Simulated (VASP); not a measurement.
## SnS: relaxation of cell and atoms with PBEsol

SnS:

```xyz
8
Lattice="11.2000 0.0000 0.0000 0.0000 3.9870 0.0000 0.0000 0.0000 4.3340" Properties=species:S:1:pos:R:3 pbc="T T T"
Sn    1.3373    0.9968    0.5192
Sn    4.2627    2.9903    2.6862
Sn    6.9373    0.9968    1.6478
Sn    9.8627    2.9903    3.8148
S     9.5290    0.9968    2.0773
S     7.2710    2.9903    4.2443
S     3.9290    0.9968    0.0897
S     1.6710    2.9903    2.2567
```

* Program: VASP 6.6.1
* Task: relaxation of cell and atoms
* Functional: PBEsol
* Potentials or basis: VASP PAW PBE potentials, release 64 (Sn_d, S)
* Cutoff: 600 eV
* k mesh: 4 × 8 × 6
* Occupations: gaussian, width 0.03 eV
* Spin: no spin polarisation
* Further INCAR settings: ALGO = Normal; EDIFF = 1e-06; IBRION = 2; EDIFFG = -0.01; NSW = 90; ISIF = 3

```
Relaxed volume                         : 23.42 Å³/atom
Relaxed cell                           : a = 11.083 Å, b = 3.984 Å, c = 4.242 Å, α = 90.00°, β = 90.00°, γ = 90.00°
Space group after relaxing (to 0.05 Å) : Pnma (No. 62)
Energy gained by relaxing              : 3.3 meV/atom
Ionic steps                            : 17
Pressure after relaxing                : 0.0 GPa
Largest force after relaxing           : 0.009 eV/Å
Band gap on the k mesh                 : 0.77 eV, indirect (least direct gap 1.08 eV)
```

Forces on the atoms (eV/Å):
```
Sn  -0.003  0.000 -0.009
Sn   0.003  0.000 -0.009
Sn  -0.003  0.000  0.009
Sn   0.003  0.000  0.009
S    0.001  0.000  0.002
S   -0.001  0.000  0.002
S    0.001  0.000 -0.002
S   -0.001  0.000 -0.002
```

Stress tensor (GPa, compression positive):
```
 0.04  0.00  0.00
 0.00 -0.05  0.00
 0.00  0.00 -0.01
```

Step by step:
```csv
step,energy change (eV),largest force (eV/Å),pressure (GPa),volume (Å³)
1,0.0000,0.0741,-0.79,193.53
2,-0.0097,0.1417,0.13,190.21
3,-0.0097,0.1445,0.17,190.10
4,-0.0166,0.0946,0.11,189.32
5,-0.0225,0.0337,0.02,187.85
6,-0.0226,0.0383,0.03,187.65
7,-0.0247,0.0292,-0.04,187.49
8,-0.0246,0.0292,-0.03,187.48
9,-0.0254,0.0155,0.05,187.24
10,-0.0255,0.0152,0.09,187.09
11,-0.0257,0.0241,-0.09,187.58
12,-0.0258,0.0208,-0.02,187.43
13,-0.0258,0.0204,-0.05,187.45
14,-0.0259,0.0183,-0.02,187.43
15,-0.0260,0.0166,-0.01,187.41
16,-0.0262,0.0091,0.02,187.33
17,-0.0262,0.0094,-0.01,187.35
```

Final structure:
```
Sn S
1.0
    11.08297    0.00000    0.00000
     0.00000    3.98446    0.00000
     0.00000    0.00000    4.24249
Sn S
4 4
Direct
  0.11831 0.25000 0.11342
  0.38169 0.75000 0.61342
  0.61831 0.25000 0.38658
  0.88169 0.75000 0.88658
  0.85349 0.25000 0.47308
  0.64651 0.75000 0.97308
  0.35349 0.25000 0.02692
  0.14651 0.75000 0.52692
```

Levels at points of the mesh, in eV from the valence-band top:
| k point | band 38 | band 39 | band 40 | band 41 | band 42 | band 43 |
| --- | --- | --- | --- | --- | --- | --- |
| (0.00, 0.00, 0.00) | -1.25 | -0.82 | -0.68 | 0.77 | 2.96 | 3.00 |
| (0.50, 0.00, 0.00) | -2.22 | -0.70 | -0.70 | 2.61 | 2.61 | 2.78 |
| (0.00, 0.50, 0.00) | -1.02 | -0.78 | -0.78 | 1.10 | 1.10 | 1.70 |
| (0.50, 0.50, 0.00) | -1.01 | -1.01 | -1.01 | 1.58 | 1.58 | 1.58 |
| (0.00, 0.00, 0.50) | -0.94 | -0.09 | -0.09 | 1.41 | 1.41 | 1.88 |
| (0.50, 0.00, 0.50) | -0.70 | 0.00 | 0.00 | 1.30 | 1.30 | 1.83 |
| (0.00, 0.50, 0.50) | -2.57 | -1.56 | -1.56 | 2.75 | 2.75 | 3.02 |
| (0.50, 0.50, 0.50) | -1.75 | -1.75 | -1.75 | 2.56 | 2.56 | 2.56 |

It took 33 min on 2 MPI ranks on Intel(R) Xeon(R) Platinum 8488C (Sapphire Rapids), on a shared host, peak memory 0.66 GiB a rank.

Caveat: the PAW data sets were made with another functional, which shifts forces and pressure a little; spin-orbit coupling is left out, which moves the levels of the heavy elements. A k mesh can miss the band edges.
